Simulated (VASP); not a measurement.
**Core-hole spectrum of ThTeO**

Wanted: the near-edge structure of ThTeO. The cell has space group P4/nmm. The start is a cell from a database of measured crystal structures.

Main program and level: VASP 6.6.1; LDA; plane waves and PAW (O, Th, Te, O), in the first sound run; inputs show where later runs differ.

## 1. Starting point

Symmetry: P4/nmm, No. 129, tetragonal system. Conventional cell: a = 4.128 Å, b = 4.128 Å, c = 7.558 Å, α = 90.00°, β = 90.00°, γ = 90.00°. Nearest to O lie 4 Th at 2.43 Å. Th has 4 O at 2.43 Å and 6 Te at 3.27 to 4.05 Å and 4 Th at 3.90 Å nearest. Nearest to Te lie 6 Th at 3.27 to 4.05 Å and 4 Te at 3.56 Å. Farther neighbours and most contacts between anions are not listed.

## 2. Supercell without a hole

The cell without a hole gives, with ICORELEVEL = 1, the Kohn-Sham core levels of the initial state. It is a supercell, which puts a hole 7.6 Å from its nearest image.

Input file INCAR:

```
SYSTEM = ThTeO
PREC = Accurate
ENCUT = 400
EDIFF = 1E-05
NELM = 100
ISMEAR = 0
SIGMA = 0.05
LREAL = Auto
ALGO = Fast
GGA = CA
NBANDS = 120
LASPH = .TRUE.
LWAVE = .FALSE.
LCHARG = .FALSE.
NCORE = 8
ICORELEVEL = 1
```

Input file POSCAR:

```
ThTeO
1.0
    8.2560000000      0.0000000000      0.0000000000
    0.0000000000      8.2560000000      0.0000000000
    0.0000000000      0.0000000000      7.5580000000
O Th Te O
1 8 8 7
Direct
    0.2500000000      0.2500000000      0.0000000000
    0.0000000000      0.2500000000      0.8291900000
    0.0000000000      0.7500000000      0.8291900000
    0.5000000000      0.2500000000      0.8291900000
    0.5000000000      0.7500000000      0.8291900000
    0.2500000000      0.0000000000      0.1708100000
    0.2500000000      0.5000000000      0.1708100000
    0.7500000000      0.0000000000      0.1708100000
    0.7500000000      0.5000000000      0.1708100000
    0.0000000000      0.2500000000      0.3652000000
    0.0000000000      0.7500000000      0.3652000000
    0.5000000000      0.2500000000      0.3652000000
    0.5000000000      0.7500000000      0.3652000000
    0.2500000000      0.0000000000      0.6348000000
    0.2500000000      0.5000000000      0.6348000000
    0.7500000000      0.0000000000      0.6348000000
    0.7500000000      0.5000000000      0.6348000000
    0.2500000000      0.7500000000      0.0000000000
    0.7500000000      0.2500000000      0.0000000000
    0.7500000000      0.7500000000      0.0000000000
    0.0000000000      0.0000000000      0.0000000000
    0.0000000000      0.5000000000      0.0000000000
    0.5000000000      0.0000000000      0.0000000000
    0.5000000000      0.5000000000      0.0000000000
```

Input file KPOINTS:

```
Automatic mesh
0
Gamma
2 2 2
0 0 0
```

The projector-augmented-wave data sets are O, Th, Te and O (PBE family, release 64).

The run is started by

```sh
> mpirun -np 8 vasp_std
```

The program printed:

```text
[banner, memory and clock lines left out]
running    8 mpi-ranks, on    1 nodes
 distrk:  each k-point on    8 cores,    1 groups
 distr:  one band on    8 cores,    1 groups

 POSCAR found type information on POSCAR O ThTeO
 POSCAR found :  4 types and      24 ions
|                                                                             |
|           W    W    AA    RRRRR   N    N  II  N    N   GGGG   !!!           |
|           W    W   A  A   R    R  NN   N  II  NN   N  G    G  !!!           |
|           W    W  A    A  R    R  N N  N  II  N N  N  G       !!!           |
|           W WW W  AAAAAA  RRRRR   N  N N  II  N  N N  G  GGG   !            |
|           WW  WW  A    A  R   R   N   NN  II  N   NN  G    G                |
|           W    W  A    A  R    R  N    N  II  N    N   GGGG   !!!           |
|                                                                             |
|     For optimal performance we recommend to set                             |
|       NCORE = 2 up to number-of-cores-per-socket                            |
|     NCORE specifies how many cores store one orbital (NPAR=cpu/NCORE).      |
|     This setting can greatly improve the performance of VASP for DFT.       |
|     The default, NCORE=1 might be grossly inefficient on modern             |
|     multi-core architectures or massively parallel machines. Do your        |
|     Unfortunately you need to use the default for GW and RPA                |
|     calculations (for HF NCORE is supported but not extensively tested      |
|     yet).                                                                   |
|                                                                             |

|                                                                             |
|               ----> ADVICE to this user running VASP <----                  |
|                                                                             |
|     You enforced a specific xc type in the INCAR file but a different       |
|     [... a line on the potential file left out ...]
|     I HOPE YOU KNOW WHAT YOU ARE DOING!                                     |
|                                                                             |

 LDA part: xc-table for (Slater(with rela. corr.)+CA(PZ))
 , standard interpolation
 POSCAR, INCAR and KPOINTS ok, starting setup
 FFT: planning ... GRIDC
 FFT: planning ... GRID_SOFT
 FFT: planning ... GRID
 WAVECAR not read
 entering main loop
       N       E                     dE             d eps       ncg     rms          rms(c)
DAV:   1     0.200991622411E+04    0.20099E+04   -0.67184E+04  1440   0.121E+03
DAV:   2     0.213106491636E+03   -0.17968E+04   -0.17460E+04  1752   0.353E+02
DAV:   3    -0.206082492267E+03   -0.41919E+03   -0.41164E+03  2136   0.154E+02
DAV:   4    -0.232241230438E+03   -0.26159E+02   -0.26031E+02  1944   0.469E+01
DAV:   5    -0.233666395505E+03   -0.14252E+01   -0.14239E+01  2576   0.934E+00    0.934E+01
RMM:   6    -0.207306198477E+03    0.26360E+02   -0.13599E+02  1827   0.245E+01    0.793E+01
RMM:   7    -0.208591532781E+03   -0.12853E+01   -0.42443E+01  2299   0.132E+01    0.549E+01
RMM:   8    -0.211100997278E+03   -0.25095E+01   -0.39045E+01  1878   0.138E+01    0.364E+01
RMM:   9    -0.207725277382E+03    0.33757E+01   -0.20037E+01  2048   0.102E+01    0.147E+00
RMM:  10    -0.207915572966E+03   -0.19030E+00   -0.22033E+00  2373   0.304E+00    0.342E+00
RMM:  11    -0.207891401292E+03    0.24172E-01   -0.39738E-01  2451   0.126E+00    0.282E+00
RMM:  12    -0.207893383798E+03   -0.19825E-02   -0.16902E-01  2677   0.617E-01    0.275E+00
RMM:  13    -0.207904804995E+03   -0.11421E-01   -0.99582E-02  2814   0.420E-01    0.275E+00
RMM:  14    -0.207852342775E+03    0.52462E-01   -0.19078E-01  2498   0.992E-01    0.130E+00
RMM:  15    -0.207847192532E+03    0.51502E-02   -0.11455E-01  2531   0.681E-01    0.436E-01
RMM:  16    -0.207849487587E+03   -0.22951E-02   -0.20853E-02  2542   0.294E-01    0.491E-01
RMM:  17    -0.207849862406E+03   -0.37482E-03   -0.55377E-03  2637   0.139E-01    0.509E-01
RMM:  18    -0.207848727381E+03    0.11350E-02   -0.81421E-03  2471   0.181E-01    0.549E-01
RMM:  19    -0.207849053250E+03   -0.32587E-03   -0.67211E-03  2550   0.154E-01    0.433E-01
RMM:  20    -0.207849165808E+03   -0.11256E-03   -0.20604E-03  2382   0.824E-02    0.393E-01
RMM:  21    -0.207849338642E+03   -0.17283E-03   -0.15902E-03  2202   0.631E-02    0.371E-01
RMM:  22    -0.207849447748E+03   -0.10911E-03   -0.10714E-03  2063   0.519E-02    0.360E-01
RMM:  23    -0.207849535920E+03   -0.88172E-04   -0.88507E-04  2251   0.516E-02    0.295E-01
RMM:  24    -0.207849496221E+03    0.39699E-04   -0.65193E-04  2043   0.428E-02    0.253E-01
RMM:  25    -0.207849478512E+03    0.17709E-04   -0.54714E-04  2003   0.388E-02    0.233E-01
RMM:  26    -0.207849473434E+03    0.50780E-05   -0.40119E-04  1774   0.330E-02    0.213E-01
RMM:  27    -0.207849465832E+03    0.76024E-05   -0.34298E-04  1830   0.314E-02    0.189E-01
RMM:  28    -0.207849430422E+03    0.35410E-04   -0.37353E-04  2181   0.394E-02    0.117E-01
RMM:  29    -0.207849424853E+03    0.55692E-05   -0.31239E-04  2082   0.372E-02    0.524E-02
RMM:  30    -0.207849439434E+03   -0.14581E-04   -0.20239E-04  1599   0.258E-02    0.343E-02
RMM:  31    -0.207849448657E+03   -0.92239E-05   -0.14029E-04  1385   0.197E-02    0.206E-02
RMM:  32    -0.207849458572E+03   -0.99142E-05   -0.12474E-04  1342   0.157E-02    0.135E-02
RMM:  33    -0.207849467038E+03   -0.84661E-05   -0.10008E-04  1289   0.134E-02    0.112E-02
RMM:  34    -0.207849474303E+03   -0.72654E-05   -0.85205E-05  1096   0.115E-02
   1 F= -.20784947E+03 E0= -.20784733E+03  d E =-.429613E-02
```

Wall time 54 s (8 MPI ranks of Intel Xeon 6975P-C (Granite Rapids), shared host); peak memory 1.2 GiB.

The logs omit lines about the potential files and the build; timing stands in the text.

From OUTCAR (step 2):

```text
ion  position               nearest neighbor table
   1  0.250  0.250  0.000-   2 2.43   4 2.43   6 2.43   7 2.43
   2  0.000  0.250  0.829-   1 2.43  19 2.43  21 2.43  22 2.43  17 3.27  14 3.27  15 3.27  16 3.27
                            10 3.51
   3  0.000  0.750  0.829-  18 2.43  20 2.43  21 2.43  22 2.43  14 3.27  15 3.27  16 3.27  17 3.27
                            11 3.51
   4  0.500  0.250  0.829-   1 2.43  19 2.43  23 2.43  24 2.43  17 3.27  14 3.27  15 3.27  16 3.27
                            12 3.51
   5  0.500  0.750  0.829-  18 2.43  20 2.43  23 2.43  24 2.43  14 3.27  15 3.27  16 3.27  17 3.27
                            13 3.51
   6  0.250  0.000  0.171-   1 2.43  18 2.43  21 2.43  23 2.43  13 3.27  10 3.27  11 3.27  12 3.27
                            14 3.51
   7  0.250  0.500  0.171-   1 2.43  18 2.43  22 2.43  24 2.43  13 3.27  10 3.27  11 3.27  12 3.27
                            15 3.51
   8  0.750  0.000  0.171-  19 2.43  20 2.43  21 2.43  23 2.43  10 3.27  11 3.27  12 3.27  13 3.27
                            16 3.51
   9  0.750  0.500  0.171-  19 2.43  20 2.43  22 2.43  24 2.43  10 3.27  11 3.27  12 3.27  13 3.27
                            17 3.51
  10  0.000  0.250  0.365-   6 3.27   7 3.27   8 3.27   9 3.27   2 3.51  14 3.56  15 3.56  16 3.56
                            17 3.56
  11  0.000  0.750  0.365-   6 3.27   7 3.27   8 3.27   9 3.27   3 3.51  14 3.56  15 3.56  16 3.56
                            17 3.56
  12  0.500  0.250  0.365-   6 3.27   7 3.27   8 3.27   9 3.27   4 3.51  14 3.56  15 3.56  16 3.56
                            17 3.56
  13  0.500  0.750  0.365-   6 3.27   7 3.27   8 3.27   9 3.27   5 3.51  14 3.56  15 3.56  16 3.56
                            17 3.56
  14  0.250  0.000  0.635-   2 3.27   3 3.27   4 3.27   5 3.27   6 3.51  10 3.56  11 3.56  12 3.56
                            13 3.56
  15  0.250  0.500  0.635-   2 3.27   3 3.27   4 3.27   5 3.27   7 3.51  10 3.56  11 3.56  12 3.56
                            13 3.56
  16  0.750  0.000  0.635-   2 3.27   3 3.27   4 3.27   5 3.27   8 3.51  10 3.56  11 3.56  12 3.56
                            13 3.56
  17  0.750  0.500  0.635-   2 3.27   3 3.27   4 3.27   5 3.27   9 3.51  10 3.56  11 3.56  12 3.56
                            13 3.56
  18  0.250  0.750  0.000-   3 2.43   5 2.43   6 2.43   7 2.43
  19  0.750  0.250  0.000-   2 2.43   4 2.43   8 2.43   9 2.43
  20  0.750  0.750  0.000-   3 2.43   5 2.43   8 2.43   9 2.43
  21  0.000  0.000  0.000-   2 2.43   3 2.43   6 2.43   8 2.43
  22  0.000  0.500  0.000-   2 2.43   3 2.43   7 2.43   9 2.43
  23  0.500  0.000  0.000-   4 2.43   5 2.43   6 2.43   8 2.43
  24  0.500  0.500  0.000-   4 2.43   5 2.43   7 2.43   9 2.43

  LATTYP: Found a simple tetragonal cell.
 ALAT       =     8.2560000000
 C/A-ratio  =     0.9154554264

 Subroutine GETGRP returns: Found  8 space group operations
 (whereof  2 operations were pure point group operations)

The static configuration has the point symmetry C_2 .
 The point group associated with its full space group is D_2d.

 Found      6 irreducible k-points:

   k-points           NKPTS =      6   k-points in BZ     NKDIM =      6   number of bands    NBANDS=    120

   dimension x,y,z NGX =    54 NGY =   54 NGZ =   50
   dimension x,y,z NGXF=   108 NGYF=  108 NGZF=  100

   ENCUT  =  400.0 eV  29.40 Ry    5.42 a.u.  13.46 13.46 12.33*2*pi/ulx,y,z

   NELECT =     192.0000    total number of electrons

 k-points in reciprocal lattice and weights: Automatic mesh
   0.00000000  0.00000000  0.00000000       0.125
   0.50000000  0.00000000  0.00000000       0.250
   0.50000000  0.50000000  0.00000000       0.125
   0.00000000  0.00000000  0.50000000       0.125
   0.50000000  0.00000000  0.50000000       0.250
   0.50000000  0.50000000  0.50000000       0.125

 the core state eigenenergies are
   1-  1s   -499.3948
   2-  1s-109980.7391  2s -20378.5291  2p -17040.1269  3s  -5097.0465  3p  -4165.6273
       3d  -3333.3587  4s  -1270.9975  4p   -966.6286  4d   -651.9676  4f   -315.0713
       5s   -268.5151  5p   -175.8257  5d    -76.2487
   3-  1s-109980.7391  2s -20378.5291  2p -17040.1269  3s  -5097.0465  3p  -4165.6273
       3d  -3333.3587  4s  -1270.9975  4p   -966.6286  4d   -651.9676  4f   -315.0713
       5s   -268.5151  5p   -175.8257  5d    -76.2487
   4-  1s-109980.7391  2s -20378.5291  2p -17040.1269  3s  -5097.0465  3p  -4165.6273
       3d  -3333.3587  4s  -1270.9975  4p   -966.6286  4d   -651.9676  4f   -315.0713
       5s   -268.5151  5p   -175.8257  5d    -76.2487
   5-  1s-109980.7391  2s -20378.5291  2p -17040.1269  3s  -5097.0465  3p  -4165.6273
       3d  -3333.3587  4s  -1270.9975  4p   -966.6286  4d   -651.9676  4f   -315.0713
       5s   -268.5151  5p   -175.8257  5d    -76.2487
   6-  1s-109980.7391  2s -20378.5291  2p -17040.1269  3s  -5097.0465  3p  -4165.6273
       3d  -3333.3587  4s  -1270.9975  4p   -966.6286  4d   -651.9676  4f   -315.0713
       5s   -268.5151  5p   -175.8257  5d    -76.2487
   7-  1s-109980.7391  2s -20378.5291  2p -17040.1269  3s  -5097.0465  3p  -4165.6273
       3d  -3333.3587  4s  -1270.9975  4p   -966.6286  4d   -651.9676  4f   -315.0713
       5s   -268.5151  5p   -175.8257  5d    -76.2487
   8-  1s-109980.7391  2s -20378.5291  2p -17040.1269  3s  -5097.0465  3p  -4165.6273
       3d  -3333.3587  4s  -1270.9975  4p   -966.6286  4d   -651.9676  4f   -315.0713
       5s   -268.5151  5p   -175.8257  5d    -76.2487
   9-  1s-109980.7391  2s -20378.5291  2p -17040.1269  3s  -5097.0465  3p  -4165.6273
       3d  -3333.3587  4s  -1270.9975  4p   -966.6286  4d   -651.9676  4f   -315.0713
       5s   -268.5151  5p   -175.8257  5d    -76.2487
  10-  1s -31607.0794  2s  -4834.6941  2p  -4338.0840  3s   -950.9627  3p   -789.6196
       3d   -545.8646  4s   -150.5579  4p   -100.6098  4d    -27.9740
  11-  1s -31607.0794  2s  -4834.6942  2p  -4338.0840  3s   -950.9627  3p   -789.6196
       3d   -545.8647  4s   -150.5579  4p   -100.6098  4d    -27.9740
  12-  1s -31607.0794  2s  -4834.6941  2p  -4338.0840  3s   -950.9627  3p   -789.6196
       3d   -545.8646  4s   -150.5579  4p   -100.6098  4d    -27.9740
  13-  1s -31607.0794  2s  -4834.6942  2p  -4338.0840  3s   -950.9627  3p   -789.6196
       3d   -545.8647  4s   -150.5579  4p   -100.6098  4d    -27.9740
  14-  1s -31607.0794  2s  -4834.6941  2p  -4338.0840  3s   -950.9627  3p   -789.6196
       3d   -545.8646  4s   -150.5579  4p   -100.6098  4d    -27.9740
  15-  1s -31607.0794  2s  -4834.6941  2p  -4338.0840  3s   -950.9627  3p   -789.6196
       3d   -545.8646  4s   -150.5579  4p   -100.6098  4d    -27.9740
  16-  1s -31607.0794  2s  -4834.6942  2p  -4338.0840  3s   -950.9627  3p   -789.6196
       3d   -545.8647  4s   -150.5579  4p   -100.6098  4d    -27.9740
  17-  1s -31607.0794  2s  -4834.6942  2p  -4338.0840  3s   -950.9627  3p   -789.6196
       3d   -545.8647  4s   -150.5579  4p   -100.6098  4d    -27.9740
  18-  1s   -499.3949
  19-  1s   -499.3949
  20-  1s   -499.3949
  21-  1s   -499.3948
  22-  1s   -499.3948
  23-  1s   -499.3948
  24-  1s   -499.3948

 E-fermi :   7.9099

 k-point     1 :       0.0000    0.0000    0.0000
  band No.  band energies     occupation
    ...
     92       6.4219      2.00000
     93       6.4219      2.00000
     94       7.2567      2.00000
     95       7.8575      1.86197
     96       7.8575      1.86197
     97       7.9485      0.27605
     98       8.9773      0.00000
     99       9.0708      0.00000
    100       9.0708      0.00000
    101       9.0708      0.00000
    ...

 k-point     2 :       0.5000    0.0000    0.0000
  band No.  band energies     occupation
    ...
     92       6.3850      2.00000
     93       7.0336      2.00000
     94       7.0336      2.00000
     95       7.1210      2.00000
     96       7.1210      2.00000
     97       8.8273      0.00000
     98       8.8273      0.00000
     99       9.4022      0.00000
    100       9.4022      0.00000
    101       9.4022      0.00000
    ...

 k-point     3 :       0.5000    0.5000    0.0000
  band No.  band energies     occupation
    ...
     92       6.5972      2.00000
     93       6.6932      2.00000
     94       6.6932      2.00000
     95       6.6932      2.00000
     96       6.6932      2.00000
     97       9.3717      0.00000
     98       9.3717      0.00000
     99       9.3717      0.00000
    100       9.3717      0.00000
    101       9.4313      0.00000
    ...

  Total      -19.4357671    -19.4357671    -18.8170570      0.0000000      0.0000000      0.0000000
  in kB      -60.4457837    -60.4457837    -58.5215778      0.0000000      0.0000000      0.0000000
  external PRESSURE =     -59.8043818 kB  Pullay stress =       0.0000000 kB

  energy-cutoff  :      400.00
  volume of cell :      515.16
      direct lattice vectors                 reciprocal lattice vectors
     8.256000000  0.000000000  0.000000000     0.121124031  0.000000000  0.000000000
     0.000000000  8.256000000  0.000000000     0.000000000  0.121124031  0.000000000
     0.000000000  0.000000000  7.558000000     0.000000000  0.000000000  0.132310135

 POSITION                                       TOTAL-FORCE (eV/Angst)
 -----------------------------------------------------------------------------------
      2.06400      2.06400      0.00000         0.000000     -0.000000     -0.000000
      0.00000      2.06400      6.26702         0.000019      0.000000      0.534866
      0.00000      6.19200      6.26702        -0.000053      0.000000      0.534815
      4.12800      2.06400      6.26702        -0.000019     -0.000000      0.534866
      4.12800      6.19200      6.26702         0.000053     -0.000000      0.534815
      2.06400      0.00000      1.29098         0.000000      0.000019     -0.534866
      2.06400      4.12800      1.29098         0.000000     -0.000019     -0.534866
      6.19200      0.00000      1.29098         0.000000     -0.000053     -0.534815
      6.19200      4.12800      1.29098         0.000000      0.000053     -0.534815
      0.00000      2.06400      2.76018         0.000003      0.000000      0.048958
      0.00000      6.19200      2.76018         0.000001     -0.000000      0.048956
      4.12800      2.06400      2.76018        -0.000003      0.000000      0.048958
      4.12800      6.19200      2.76018        -0.000001      0.000000      0.048956
      2.06400      0.00000      4.79782         0.000000      0.000003     -0.048958
      2.06400      4.12800      4.79782         0.000000     -0.000003     -0.048958
      6.19200      0.00000      4.79782         0.000000      0.000001     -0.048956
      6.19200      4.12800      4.79782         0.000000     -0.000001     -0.048956
      2.06400      6.19200      0.00000         0.000000      0.000000      0.000005
      6.19200      2.06400      0.00000         0.000000      0.000000     -0.000005
      6.19200      6.19200      0.00000         0.000000      0.000000     -0.000000
      0.00000      0.00000      0.00000         0.000004      0.000004     -0.000000
      0.00000      4.12800      0.00000         0.000004     -0.000004     -0.000000
      4.12800      0.00000      0.00000        -0.000004      0.000004     -0.000000
      4.12800      4.12800      0.00000        -0.000004     -0.000004     -0.000000
 -----------------------------------------------------------------------------------
    total drift:                                0.000000      0.000000     -0.000000

  FREE ENERGIE OF THE ION-ELECTRON SYSTEM (eV)
  ---------------------------------------------------
  free  energy   TOTEN  =      -207.8494743032 eV

  energy  without entropy=     -207.8451781689  energy(sigma->0) =     -207.84732624

[... 3 further parts left out ...]
```

These are scalar-relativistic Kohn-Sham levels of the ground state, with no core hole, so they are not binding energies. The PAW data sets were made with PBE, a small mismatch for LDA.

Numbers from this step:

```
free energy (TOTEN)     : -207.8495 eV
energy at zero smearing : -207.8473 eV
Fermi energy            : 7.910 eV
pressure                : -5.980 GPa
```

The two shallowest core shells; atoms whose shallowest level rounds to another's at 0.01 eV are left out. Core levels, by row:

```csv
atom,shell,level below the valence-band top (eV)
O1,1s,507.3
Th2,5p,183.7
Th2,5d,84.11
Te10,4p,108.5
Te10,4d,35.83
```

[end of part 1 of 3]

[Lines on the potential files, build, host, timing and source positions are cut from VASP's logs without a mark.]

[Logs are printed without paths, hosts, clocks, repeated set-up lines and the standing remarks that a program may print on its own settings, such as how far it seeks lower states.]

[Hosts, paths, dates, database ids (printed as entryN), source tags and the programs' standing remarks are cut or masked in the printed files.]
